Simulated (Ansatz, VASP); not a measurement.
**Two plane-wave programs on W**

```xyz
1
Lattice="0.0000 2.0300 2.0300 2.0300 0.0000 2.0300 2.0300 2.0300 0.0000" Properties=species:S:1:pos:R:3 pbc="T T T"
W     0.0000    0.0000    0.0000
```

This isn't the form of W at room conditions, which is bcc.

Alike in both runs: task single point; functional LDA; k mesh 9 × 9 × 9; occupations fermi-dirac, width 0.15 eV; no spin polarisation.

|  | VASP | Ansatz |
| --- | --- | --- |
| version | VASP 6.6.1 | Ansatz 0.2.0 |
| potentials or method | VASP PAW LDA potentials, release 64 (W_sv) | plane waves, PAW |
| plane-wave cutoff (eV) | 520 | 450 |
| valence electrons in the cell | 14 | 14 |

Ansatz gave:

```
pressure (GPa) : -18.0
```

Which values does VASP return?

Pressure (GPa): -16.6.

Caveats: so large a pressure means that the cell lies far from this level's equilibrium, or that cutoff or potentials fall short (VASP). Spin-orbit coupling is left out, which matters for the levels of W.
